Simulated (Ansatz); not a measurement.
This script makes an equation of state with a fit of TiO₂, space group I4_1/amd with the Python package of Ansatz (0.2.0).

`eos_tio2.py`:
```python
"""Equation of state of TiO2."""

import warnings

import ansatz as az
import numpy as np
from pymatgen.analysis.eos import EOS

VECTORS = np.array([
    [-1.8921, 1.8921, 4.7573],
    [1.8921, -1.8921, 4.7573],
    [1.8921, 1.8921, -4.7573],
])
SITES = [
    ("Ti", [0.0, 0.0, 0.0]),
    ("Ti", [0.75, 0.25, 0.5]),
    ("O", [0.2081, 0.2081, 0.0]),
    ("O", [0.9581, 0.4581, 0.5]),
    ("O", [0.5419, 0.0419, 0.5]),
    ("O", [0.7919, 0.7919, 0.0]),
]


def build(cell):
    crystal = az.Crystal(lattice=az.Lattice.of(cell))
    for symbol, position in SITES:
        crystal = crystal.atom(symbol, position)
    return crystal


def main() -> None:
    warnings.simplefilter("ignore", az.DeckWarning)

    # scale the volume, keep shape and fractions
    volumes, energies, pressures = [], [], []
    for scale in np.linspace(0.92, 1.08, 7):
        cell = VECTORS * scale ** (1 / 3)
        setup = (
            build(cell).calculation()
            .functional("pbesol")
            .basis(34 * az.Ry)
            .occupations("fixed")
            .kpoints(8, 8, 8)
            .stress()
        )
        data = setup.run().report
        volumes.append(abs(np.linalg.det(cell)) / len(SITES))
        energies.append(data["free_energy_ev"] / len(SITES))
        pressures.append(np.trace(data["stress_gpa"]) / 3)
        print(f"V = {volumes[-1]:8.4f} A^3/atom  F = {energies[-1]:.5f} eV/atom  P = {pressures[-1]:8.3f} GPa")

    for form in ["birch_murnaghan", "pourier_tarantola"]:
        fit = EOS(eos_name=form).fit(volumes, energies)
        print(f"{form:18s} V0 {fit.v0:8.4f} A^3/atom  B0 {fit.b0_GPa:7.1f} GPa  B1 {fit.b1:5.2f}")


if __name__ == "__main__":
    main()
```

From its runs, with one value withheld:

| V (Å³/atom) | F less the lowest row shown (meV/atom) |
| --- | --- |
| 10.446 | ? |
| 10.749 | 20.20 |
| 11.051 | 3.78 |
| 11.354 | 0.00 |
| 11.657 | 7.20 |
| 11.960 | 23.94 |
| 12.263 | 48.94 |

What is the missing energy at 10.446 Å³ an atom?

A third-order Birch-Murnaghan fit, E = E0 + (9 V0 B0 / 16) [(t - 1)³ B' + (t - 1)² (6 - 4t)] with t = (V0/V)^(2/3), through the 6 rows shown gives V0 = 11.301 Å³, B0 = 221.9 GPa, B' = 4.27 and E0 = -0.17 meV. At V = 10.446 Å³, t = 1.05383, and the fit extrapolates to 51.20 meV. The run gave 51.17 meV, a miss of 0.04 meV.

No spin polarisation was allowed. Shape and fractional positions are held along the curve, so the bulk modulus is an upper value where they are free to relax. Pressure is positive in compression. The structure is a deposited one; some such entries were measured under pressure or heat, so a shift against it needn't be the functional's error alone. Finished in 41 s on 1 thread of Intel(R) Xeon(R) Processor @ 2.30GHz, on a shared host, peak memory 0.68 GiB.
